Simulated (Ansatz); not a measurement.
# SnSe (Pnma) in Ansatz: relaxation of cell and atoms with r2SCAN+D3(BJ)

Aim: the relaxation of cell and atoms of SnSe with r2SCAN+D3(BJ).

Everything below comes from runs of Ansatz 0.2.0. Logs are shortened: lines on timing, memory, paths and dates and some standing lists are left out, and cuts for length are marked.

## Step 1: The structure

The structure is orthorhombic, space group Pnma (No. 62). The conventional cell has a = 11.420 Å, b = 4.190 Å, c = 4.460 Å, α = 90.00°, β = 90.00°, γ = 90.00°. Sn (site symmetry m) is surrounded by 3 Se at 2.69 to 2.83 Å. Se (site symmetry m) has 3 Sn at 2.69 to 2.83 Å as nearest neighbours.

## Step 2: Relaxation of cell and atoms, r2SCAN+D3(BJ)

Contents of input.yaml:

```yaml
crystal:
  lattice:
    - [11.42, 0.0, 0.0]
    - [0.0, 4.19, 0.0]
    - [0.0, 0.0, 4.46]
  atoms:
    - { symbol: Sn, position: [0.877, 0.75, 0.909] }
    - { symbol: Sn, position: [0.623, 0.25, 0.409] }
    - { symbol: Sn, position: [0.377, 0.75, 0.591] }
    - { symbol: Sn, position: [0.123, 0.25, 0.091] }
    - { symbol: Se, position: [0.643, 0.75, 0.984] }
    - { symbol: Se, position: [0.857, 0.25, 0.484] }
    - { symbol: Se, position: [0.143, 0.75, 0.516] }
    - { symbol: Se, position: [0.357, 0.25, 0.016] }
hamiltonian:
  xc: r2scan
  pseudopotentials: { kind: paw }
  dispersion: d3bj
kpoints:
  mp_grid: { grid: [3, 6, 6] }
scf:
  occupations: { method: fermi_dirac, width: 0.05 }
output:
  forces: true
  stress: true
relax:
  f_tol: 0.01
  max_steps: 40
  cell: { stress_tol: 0.05 }
```

Potentials or basis: Ansatz PAW.

Launch:

```
ansatz run input.yaml --threads 2 --pin off --max-ram 5120MiB --backend cpu --events-out ev --progress --plain --runs-dir out
```

Standard output:

```text
Warning: the engine holds no damping parameters fitted to this dispersion correction and functional, so the run takes those fitted to r2scan beside the three-body term, which d3bj leaves out (hamiltonian.dispersion, under Limitations)
Warning: RAYON_NUM_THREADS=2 ignored (pool sized by the plan → 2); use --threads N
Engine: ansatz 0.2.0, aarch64-unknown-linux-gnu
Pseudopotentials: kind: paw
Pseudopotential: Sn, paw, valence charge 14, recommended cutoff 500 eV (meta_gga), Sn.paw.azcp
Pseudopotential: Se, paw, valence charge 16, recommended cutoff 500 eV (meta_gga), Se.paw.azcp
Functional definition: r2SCAN
  parameter k0 = 0.174
  parameter k1 = 0.065
  parameter a1 = 4.9479
  exchange = r2scan_x(k0 = k0, k1 = k1, a1 = a1)
  correlation = r2scan_c
Crystal: 8 atoms, lattice volume = 213.410 Å³
Basis set: ecut = 500 eV, 5395 PW (Γ), exchange–correlation on 360×128×144 points (64 copies of the dense FFT grid, shifted against one another)
Bands: 72, of which v1, the nominal top of the filled ones, is band 60 counted from 1 (59 counted from 0)
Symmetry: 8 space group operations
Space group: Pnma (ITA 62), of the structure as read, at distance tolerance 6.0e-5 Å
k-points: 32 of 108
Non-local potential: Sn, projectors of the file, l = 0: 2, l = 1: 2, l = 2: 2, l = 3: 2
Non-local potential: Se, projectors of the file, l = 0: 2, l = 1: 2, l = 2: 3, l = 3: 1
PAW form: soft (Blöchl's): semilocal exchange-correlation on the pseudo side does not see the compensation charge
PAW frozen core: Sn, regenerated for the run's functional (the file was generated under x = pbe(κ = 0.804, μ = 0.2195149727645171), c = pbe(β = 0.06672455060314922))
PAW frozen core: Se, regenerated for the run's functional (the file was generated under x = pbe(κ = 0.804, μ = 0.2195149727645171), c = pbe(β = 0.06672455060314922))
PAW one-centre angular grid: Sn, 590 points (default); XC on 249 of its mesh's 2787 points in the sphere
PAW one-centre angular grid: Se, 590 points (default); XC on 160 Gauss nodes
Initial density: superposition of atomic densities (neutral atoms: chi_scale 0, normalization atom), corrected by the library's trained network
Initial wavefunctions: pseudopotential atomic-orbital guess
Functional: x = r2scan, c = r2scan; τ floored in thin density (d = 2e-4 eV/Å³)
SCF iter   1: F=—  HF=-46071.906164 eV  |F-HF|=—  |Δ(HF+E_count)|=         —  Δρ=5.21e-3  dr2=6.55e-2  dr2_τ=1.51e-2  ethr=1.77e-3  ⟨swp⟩=6.7  Hψ=8732  notcnv=0  defer=7
preconditioner: auto → Resta (q_TF=auto, 2.479 Å⁻¹)  ε∞=2.7  [insulator: Δε(μ)=0.810 eV  Ē_g=17.532 eV  σ=0.050 eV  W_gap=1.00  n_scr=56 (ndim 8)  ℏωp=22.7 eV  f_vac=0.001  D(μ)=0.00/eV (n_scr^D=0)  ε∞_Penn≈2.7]
SCF iter   2: F=—  HF=-46071.946368 eV  |F-HF|=—  |Δ(HF+E_count)|=   4.02e-2  Δρ=2.47e-3  dr2=1.31e-2  dr2_τ=3.75e-4  ethr=5.46e-5  ⟨swp⟩=3.0  Hψ=4836  notcnv=0  defer=138
SCF iter   3: F=—  HF=-46071.947878 eV  |F-HF|=—  |Δ(HF+E_count)|=   1.51e-3  Δρ=8.42e-4  dr2=1.14e-3  dr2_τ=2.71e-5  ethr=1.09e-5  ⟨swp⟩=2.1  Hψ=2712  notcnv=0  defer=106
automatic band count: iteration 3 solves 71 bands in place of 72: the levels show a gap, and the empty bands left out lie too high to hold charge; the band table lists the bands solved (type scf.n_extra_bands for more)
SCF iter   4: F=—  HF=-46071.948339 eV  |F-HF|=—  |Δ(HF+E_count)|=   4.61e-4  Δρ=2.08e-4  dr2=7.26e-5  dr2_τ=1.89e-6  ethr=9.50e-7  ⟨swp⟩=2.1  Hψ=3073  notcnv=0  defer=106
SCF iter   5: F=—  HF=-46071.948418 eV  |F-HF|=—  |Δ(HF+E_count)|=   7.96e-5  Δρ=5.21e-5  dr2=7.53e-6  dr2_τ=2.78e-7  ethr=6.05e-8  ⟨swp⟩=2.6  Hψ=3317  notcnv=0  defer=106
SCF iter   6: F=—  HF=-46071.948419 eV  |F-HF|=—  |Δ(HF+E_count)|=   5.71e-7  Δρ=1.57e-5  dr2=4.56e-7  dr2_τ=2.15e-8  ethr=6.28e-9  ⟨swp⟩=2.0  Hψ=3438  notcnv=0  defer=106
SCF iter   7: F=-46071.948420 eV  HF=-46071.948420 eV  |F-HF|=2.04e-8  |Δ(HF+E_count)|=   5.21e-7  Δρ=3.56e-6  dr2=2.30e-8  dr2_τ=8.54e-10  ethr=8.33e-11  ⟨swp⟩=5.0  Hψ=8581  notcnv=0
SCF 1 converged in 7 iterations: F = -46071.948420 eV  dr2 = 2.30e-8
relax step   1: F+E_penalty+E_count = -46071.94841955 eV  Δ(F+E_penalty+E_count) = +0.000e0 eV  max|allowed force component| = 1.738e-1 eV/Å  Δτ_max = 0.0000 Å  P = +0.284 GPa  Ω = 213.410 Å³  (7 SCF iters, dr2 threshold 1.00e-7 eV, accepted)
Crystal: 8 atoms, lattice volume = 221.085 Å³
Basis set: ecut = 500 eV, 5601 PW (Γ), exchange–correlation on 360×128×144 points (64 copies of the dense FFT grid, shifted against one another)
Initial density: handed on by an earlier stage of this run
Initial wavefunctions: those handed on with the density
iter 1 solved again at ethr=1.54e-4 eV; its pass at ethr=3.10e-3 eV (dr2=1.85e-1 eV) is discarded
SCF iter   1: F=—  HF=-46071.336763 eV  |F-HF|=—  |Δ(HF+E_count)|=         —  Δρ=1.06e-2  dr2=1.87e-1  dr2_τ=5.31e-1  ethr=1.54e-4  ⟨swp⟩=1.7  Hψ=12046  notcnv=0
automatic band count: iteration 1 solves 69 bands in place of 72: the levels show a gap, and the empty bands left out lie too high to hold charge; the band table lists the bands solved (type scf.n_extra_bands for more)
preconditioner: auto → Resta (q_TF=auto, 2.464 Å⁻¹)  ε∞=2.7  [insulator: Δε(μ)=0.898 eV  Ē_g=16.930 eV  σ=0.050 eV  W_gap=1.00  n_scr=56 (ndim 8)  ℏωp=22.3 eV  f_vac=0.007  D(μ)=0.00/eV (n_scr^D=0)  ε∞_Penn≈2.7]
SCF iter   2: F=—  HF=-46071.954478 eV  |F-HF|=—  |Δ(HF+E_count)|=   6.18e-1  Δρ=4.65e-3  dr2=3.11e-2  dr2_τ=8.39e-4  ethr=1.54e-4  ⟨swp⟩=3.3  Hψ=4146  notcnv=0  defer=1
SCF iter   3: F=—  HF=-46071.955749 eV  |F-HF|=—  |Δ(HF+E_count)|=   1.27e-3  Δρ=1.72e-3  dr2=4.54e-3  dr2_τ=1.94e-4  ethr=2.59e-5  ⟨swp⟩=2.5  Hψ=4091  notcnv=0  defer=1
SCF iter   4: F=—  HF=-46071.958300 eV  |F-HF|=—  |Δ(HF+E_count)|=   2.55e-3  Δρ=4.73e-4  dr2=4.76e-4  dr2_τ=1.52e-5  ethr=3.78e-6  ⟨swp⟩=2.1  Hψ=4412  notcnv=0  defer=1
SCF iter   5: F=—  HF=-46071.958698 eV  |F-HF|=—  |Δ(HF+E_count)|=   3.98e-4  Δρ=1.52e-4  dr2=4.81e-5  dr2_τ=2.89e-6  ethr=3.97e-7  ⟨swp⟩=2.0  Hψ=4138  notcnv=0  defer=2
SCF iter   6: F=—  HF=-46071.958719 eV  |F-HF|=—  |Δ(HF+E_count)|=   2.12e-5  Δρ=4.60e-5  dr2=4.58e-6  dr2_τ=2.03e-7  ethr=4.01e-8  ⟨swp⟩=2.0  Hψ=4122  notcnv=0  defer=2
[... 44 lines left out ...]
SCF 5 converged in 6 iterations: F = -46072.013906 eV  dr2 = 1.29e-7
relax step   5: F+E_penalty+E_count = -46072.01390619 eV  Δ(F+E_penalty+E_count) = -9.263e-3 eV  max|allowed force component| = 1.439e-2 eV/Å  Δτ_max = 0.0388 Å  P = -0.048 GPa  Ω = 218.430 Å³  energy of the carried Pulay correction = -2.007e-4 eV  (6 SCF iters, dr2 threshold 6.34e-7 eV, accepted)
Crystal: 8 atoms, lattice volume = 217.974 Å³
iter 1 solved again at ethr=2.15e-6 eV; its pass at ethr=3.10e-3 eV (dr2=2.58e-3 eV) is discarded
SCF iter   1: F=—  HF=-46072.006030 eV  |F-HF|=—  |Δ(HF+E_count)|=         —  Δρ=8.96e-4  dr2=2.47e-3  dr2_τ=7.68e-3  ethr=2.15e-6  ⟨swp⟩=2.1  Hψ=9634  notcnv=0
automatic band count: iteration 1 solves 71 bands in place of 72: the levels show a gap, and the empty bands left out lie too high to hold charge; the band table lists the bands solved (type scf.n_extra_bands for more)
preconditioner: auto → Resta (q_TF=auto, 2.470 Å⁻¹)  ε∞=2.7  [insulator: Δε(μ)=0.923 eV  Ē_g=17.320 eV  σ=0.050 eV  W_gap=1.00  n_scr=56 (ndim 8)  ℏωp=22.5 eV  f_vac=0.004  D(μ)=0.00/eV (n_scr^D=0)  ε∞_Penn≈2.7]
SCF iter   2: F=—  HF=-46072.014436 eV  |F-HF|=—  |Δ(HF+E_count)|=   8.41e-3  Δρ=3.25e-4  dr2=2.09e-4  dr2_τ=1.24e-5  ethr=2.06e-6  ⟨swp⟩=2.3  Hψ=3910  notcnv=0
SCF iter   3: F=—  HF=-46072.014452 eV  |F-HF|=—  |Δ(HF+E_count)|=   1.56e-5  Δρ=2.07e-4  dr2=7.13e-5  dr2_τ=1.30e-6  ethr=1.74e-7  ⟨swp⟩=2.1  Hψ=2726  notcnv=0
SCF iter   4: F=—  HF=-46072.014475 eV  |F-HF|=—  |Δ(HF+E_count)|=   2.37e-5  Δρ=2.72e-5  dr2=1.47e-6  dr2_τ=9.94e-8  ethr=5.95e-8  ⟨swp⟩=3.0  Hψ=4176  notcnv=0
SCF iter   5: F=—  HF=-46072.014505 eV  |F-HF|=—  |Δ(HF+E_count)|=   3.00e-5  Δρ=1.27e-5  dr2=3.23e-7  dr2_τ=1.28e-8  ethr=1.23e-9  ⟨swp⟩=2.0  Hψ=4192  notcnv=0
SCF iter   6: F=—  HF=-46072.014506 eV  |F-HF|=—  |Δ(HF+E_count)|=   8.68e-8  Δρ=4.73e-6  dr2=5.45e-8  dr2_τ=1.38e-9  ethr=2.70e-10  ⟨swp⟩=2.0  Hψ=4192  notcnv=0
SCF iter   7: F=-46072.014506 eV  HF=-46072.014506 eV  |F-HF|=8.44e-10  |Δ(HF+E_count)|=   1.83e-8  Δρ=1.33e-6  dr2=5.10e-9  dr2_τ=1.58e-10  ethr=1.77e-11  ⟨swp⟩=5.0  Hψ=8445  notcnv=0
SCF 6 converged in 7 iterations: F = -46072.014506 eV  dr2 = 5.10e-9
relax step   6: F+E_penalty+E_count = -46072.01450560 eV  Δ(F+E_penalty+E_count) = -5.994e-4 eV  max|allowed force component| = 8.475e-3 eV/Å  Δτ_max = 0.0126 Å  P = +0.030 GPa  Ω = 217.974 Å³  energy of the carried Pulay correction = -1.826e-4 eV  (7 SCF iters, dr2 threshold 2.12e-8 eV, accepted)
Initial wavefunctions: pseudopotential atomic-orbital guess (no wavefunctions were taken with the density)
iter 1 solved again at ethr=3.41e-7 eV; its pass at ethr=3.10e-3 eV (dr2=4.09e-4 eV) is discarded
SCF iter   1: F=—  HF=-46072.014320 eV  |F-HF|=—  |Δ(HF+E_count)|=         —  Δρ=1.31e-4  dr2=7.27e-7  dr2_τ=3.15e-7  ethr=3.41e-7  ⟨swp⟩=3.0  Hψ=13850  notcnv=0
preconditioner: auto → Resta (q_TF=auto, 2.470 Å⁻¹)  ε∞=2.7  [insulator: Δε(μ)=0.913 eV  Ē_g=17.498 eV  σ=0.050 eV  W_gap=1.00  n_scr=56 (ndim 8)  ℏωp=22.5 eV  f_vac=0.004  D(μ)=0.00/eV (n_scr^D=0)  ε∞_Penn≈2.7]
SCF iter   2: F=—  HF=-46072.014682 eV  |F-HF|=—  |Δ(HF+E_count)|=   3.62e-4  Δρ=6.59e-5  dr2=1.84e-7  dr2_τ=2.73e-6  ethr=6.06e-10  ⟨swp⟩=2.2  Hψ=4047  notcnv=0
SCF iter   3: F=—  HF=-46072.014779 eV  |F-HF|=—  |Δ(HF+E_count)|=   9.68e-5  Δρ=2.73e-6  dr2=6.06e-9  dr2_τ=4.01e-9  ethr=1.53e-10  ⟨swp⟩=2.0  Hψ=3145  notcnv=0
SCF iter   4: F=—  HF=-46072.014779 eV  |F-HF|=—  |Δ(HF+E_count)|=   1.32e-7  Δρ=7.31e-7  dr2=5.83e-10  dr2_τ=1.07e-10  ethr=5.05e-12  ⟨swp⟩=2.0  Hψ=4225  notcnv=0
SCF iter   5: F=-46072.014779 eV  HF=-46072.014779 eV  |F-HF|=8.73e-11  |Δ(HF+E_count)|=   4.29e-9  Δρ=2.07e-7  dr2=7.54e-11  dr2_τ=2.66e-12  ethr=1.00e-12  ⟨swp⟩=5.0  Hψ=7669  notcnv=0
SCF 7 converged in 5 iterations: F = -46072.014779 eV  dr2 = 7.54e-11
relax step   7: F+E_penalty+E_count = -46072.01477932 eV  Δ(F+E_penalty+E_count) = -2.737e-4 eV  max|allowed force component| = 8.474e-3 eV/Å  Δτ_max = 0.0000 Å  P = +0.032 GPa  Ω = 217.974 Å³  stress off target by 4.79e-2 GPa  SCF on the basis re-selected at this cell (its energy is not comparable with the rows above)  (5 SCF iters)
basis re-selected at this cell: Δ(F+E_penalty+E_count) = -2.737e-4 eV, ΔP = +0.002 GPa vs the last step (what re-selecting the basis moved, of the pressure what is left beyond the Pulay correction that the steps carried, after the strain that the cell walked since its last selection, with what the two solves' SCF thresholds leave and, on support functions, any second-order correction that the steps lacked; it is no measure of the basis error at this ecutwfc). This SCF's stress stands 4.79e-2 GPa from its target on what of the cell is left free (relax.cell.stress_tol is 5.00e-2 GPa) and its largest allowed force component is 8.47e-3 eV/Å (relax.f_tol is 1.00e-2 eV/Å): within both
SCF converged after 5 iterations
Free energy (F): -46072.014779 eV
Harris-Foulkes:  -46072.014779 eV  (|F-HF|=8.73e-11)
Internal energy: -46072.014774 eV  (E = F + TS)
E sigma→0 (E₀):  -46072.014777 eV
Entropy (-TS):   -0.000005 eV (-0.001 meV/atom)
Fermi energy:    8.999386 eV
--- Per-component energies (eV) ---
  E_band       = -2001.822338
  E_kinetic    = 1216.964995
  E_local      = -13506.082212  (includes V_loc(G=0)·N_el)
  E_nonlocal   = -2514.398789
  E_hartree    = 7103.910507
  E_xc         = -1895.772506
  E_vxc        = -843.725605  (∫ρ·V_xc dr)
  E_paw        = -24325.471241  (= ΣΔE_a)
  E_vpaw       = -609.137170  (= ΣTr[D̂ρ^β])
  E_aug_tail   = -0.000835  (compensation charges beyond the density's cutoff)
  E_vtau       = 46.736184  (kinetic-family band-sum trace: ∫τ·v_τ [+ j·A + Jᵃ·Aᵃ] dr)
  E_ewald      = -12145.719804
  E_disp       = -1.327087  (pairwise vdW)
  E_core_change = -4.117802  (= ΣΔE_core)
  E_smearing   = -0.000005  (= −TS)
  E_closure    = -0.000000  (closes the sum)
  Σ components = -46072.014779   (vs F -46072.014779, Δ=0.00e0)
--- Forces (eV/Å), atoms counted from 1 ---
  atom   1  Sn     0.00847394     0.00000000    -0.00094285
  atom   2  Sn    -0.00847394     0.00000000    -0.00094285
  atom   3  Sn     0.00847394     0.00000000     0.00094285
  atom   4  Sn    -0.00847394     0.00000000     0.00094285
  atom   5  Se    -0.00327095     0.00000000     0.00449130
  atom   6  Se     0.00327095     0.00000000     0.00449130
  atom   7  Se    -0.00327095     0.00000000    -0.00449130
  atom   8  Se     0.00327095     0.00000000    -0.00449130
  max |Σ_I F_I| component: 3.90e-18 eV/Å
--- Stress (GPa, compression-positive) ---
        0.047926       0.000000       0.000000
        0.000000       0.023258      -0.000000
        0.000000      -0.000000       0.023568
  P = ⅓ Tr σ = 0.0316 GPa (0.316 kbar)
--- Relaxed structure (6 steps of the walk, 6 accepted, 1 SCFs on fresh bases) ---
  F+E_penalty+E_count = -46072.01477932 eV   max|allowed force component| = 8.474e-3 eV/Å   (the final SCF, on the basis selected at the relaxed cell)
  cell:  # Å, volume = 217.9735 Å³
    - [11.535257335835883, 0.0, 0.0]
    - [0.0, 4.116459152684994, 0.0]
    - [0.0, 0.0, 4.590422288271993]
  atoms:
    - { symbol: Sn, position: [0.8817516109476863, 0.7499999999999999, 0.8824092513820243] }
    - { symbol: Sn, position: [0.6182483890523136, 0.24999999999999997, 0.38240925138202436] }
    - { symbol: Sn, position: [0.3817516109476862, 0.7499999999999999, 0.6175907486179754] }
    - { symbol: Sn, position: [0.11824838905231368, 0.24999999999999997, 0.11759074861797553] }
    - { symbol: Se, position: [0.6466358441603444, 0.7499999999999999, 0.9860280993575222] }
    - { symbol: Se, position: [0.8533641558396554, 0.24999999999999997, 0.4860280993575225] }
    - { symbol: Se, position: [0.14663584416034445, 0.7499999999999999, 0.5139719006424773] }
    - { symbol: Se, position: [0.3533641558396554, 0.24999999999999997, 0.013971900642477431] }
```

It took 3.6 min on 2 threads of Arm Neoverse V1, shared host; peak memory 1.2 GiB.

What came out:

```yaml
Free_energy: -46072.0148 eV
Relaxed_volume: 27.25 Å³/atom
Relaxed_cell: a = 11.535 Å, b = 4.116 Å, c = 4.590 Å, α = 90.00°, β = 90.00°, γ = 90.00°
Space_group_after_relaxing_to_0.05_Å: Pnma (No. 62)
Energy_gained_by_relaxing: 8.3 meV/atom
Ionic_steps: 7
Pressure_after_relaxing: 0.0 GPa
Largest_force_after_relaxing: 0.009 eV/Å
Band_gap_on_the_k_mesh: 0.91 eV
```

Forces in eV/Å, atoms in the order of the input:
```
Sn   0.008  0.000 -0.001
Sn  -0.008  0.000 -0.001
Sn   0.008  0.000  0.001
Sn  -0.008  0.000  0.001
Se  -0.003  0.000  0.004
Se   0.003  0.000  0.004
Se  -0.003  0.000 -0.004
Se   0.003  0.000 -0.004
```

The path:
```
step  energy change (eV)  largest force (eV/Å)  volume (Å³)
   1              0.0000                0.2044       213.41
   2             -0.0103                0.0755       221.09
   3             -0.0405                0.0509       218.88
   4             -0.0562                0.0870       222.01
   5             -0.0655                0.0165       218.43
   6             -0.0661                0.0085       217.97
   7             -0.0664                0.0085       217.97
```

Final structure:
```cif
data_structure
_symmetry_space_group_name_H-M 'P 1'
_symmetry_Int_Tables_number 1
_cell_length_a 11.5353
_cell_length_b 4.1165
_cell_length_c 4.5904
_cell_angle_alpha 90.000
_cell_angle_beta 90.000
_cell_angle_gamma 90.000
_cell_volume 217.97
loop_
_atom_site_label
_atom_site_type_symbol
_atom_site_fract_x
_atom_site_fract_y
_atom_site_fract_z
_atom_site_occupancy
Sn1 Sn 0.88175 0.75000 0.88241 1
Sn2 Sn 0.61825 0.25000 0.38241 1
Sn3 Sn 0.38175 0.75000 0.61759 1
Sn4 Sn 0.11825 0.25000 0.11759 1
Se1 Se 0.64664 0.75000 0.98603 1
Se2 Se 0.85336 0.25000 0.48603 1
Se3 Se 0.14664 0.75000 0.51397 1
Se4 Se 0.35336 0.25000 0.01397 1
```

Caveat: odd divisions of the mesh miss points on the zone boundary, where band edges often lie, so the gap on the mesh can be too wide; the plane-wave basis is chosen anew once the cell has moved, so the energies of steps on either side of that aren't comparable; spin-orbit coupling is left out, which moves the levels of the heavy elements; the PAW data sets come from PBE, with cores solved anew for the run's functional, which leaves a small shift of forces and pressure; the dispersion damping was fitted for another functional or another form of the correction.
